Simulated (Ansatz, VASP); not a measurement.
**Mg in VASP and in Ansatz**

File INCAR:

```
SYSTEM = Mg
ALGO = Normal
EDIFF = 1E-7
ENCUT = 520
GGA = PE
ISIF = 2
ISMEAR = 0
LASPH = .TRUE.
LCHARG = .TRUE.
LELF = .TRUE.
LREAL = .FALSE.
LVHAR = .TRUE.
LWAVE = .FALSE.
NBANDS = 18
NELM = 100
PREC = Accurate
SIGMA = 0.2
```

Contents of KPOINTS:

```
k-points
0
G
  4 4 4
  0 0 0
```

Contents of POSCAR:

```
Mg
1.0
    1.5690487343      0.0000000000      5.3644717794
    6.2761949373      0.0000000000      0.0000000000
    3.1380974686      5.5548113737      0.0000000000
Mg
8
Direct
    0.5000000000      0.6250000000      0.7500000000
    0.5000000000      0.6250000000      0.2500000000
    0.5000000000      0.1250000000      0.2500000000
    0.5000000000      0.1250000000      0.7500000000
    1.0000000000      0.7500000000      0.5000000000
    1.0000000000      0.7500000000      0.0000000000
    0.0000000000      0.2500000000      0.0000000000
    0.0000000000      0.2500000000      0.5000000000
```

Input for Ansatz:

```yaml
crystal:
  lattice:
    - [1.5690487343, 0.0, 5.3644717794]
    - [6.2761949373, 0.0, 0.0]
    - [3.1380974686, 5.5548113737, 0.0]
  atoms:
    - { symbol: Mg, position: [0.5, 0.625, 0.75] }
    - { symbol: Mg, position: [0.5, 0.625, 0.25] }
    - { symbol: Mg, position: [0.5, 0.125, 0.25] }
    - { symbol: Mg, position: [0.5, 0.125, 0.75] }
    - { symbol: Mg, position: [1.0, 0.75, 0.5] }
    - { symbol: Mg, position: [1.0, 0.75, 0.0] }
    - { symbol: Mg, position: [0.0, 0.25, 0.0] }
    - { symbol: Mg, position: [0.0, 0.25, 0.5] }
basis:
  ecutwfc: 420
kpoints:
  mp_grid: { grid: [4, 4, 4] }
hamiltonian:
  xc: pbe
scf:
  occupations: { method: gaussian, width: 0.2 }
  lower_state_search: "off"
output:
  forces: true
  stress: true
  eigenvalues: true
```

Alike in both runs: task single point; functional PBE; k mesh 4 × 4 × 4; occupations gaussian, width 0.2 eV; no spin polarisation.

|  | VASP | Ansatz |
| --- | --- | --- |
| version | VASP 6.6.1 | Ansatz 0.2.0 |
| potentials or method | VASP PAW PBE potentials, release 64 (Mg) | scalar-relativistic, plane waves, PAW |
| plane-wave cutoff (eV) | 520 | 420 |
| valence electrons in the cell | 16 | 80 |

VASP gave:

- gap on the k mesh at the Fermi level (eV): none
- pressure (GPa): -0.2
- largest component of the traceless stress (GPa): 0.90

What did Ansatz give for the same quantities?

gap on the k mesh at the Fermi level (eV): none; pressure (GPa): 0.0; largest component of the traceless stress (GPa): 0.90.

A gap of «none» marks a metal or a gap that the smearing closes. The two sets of potentials don't hold the same shells in valence.
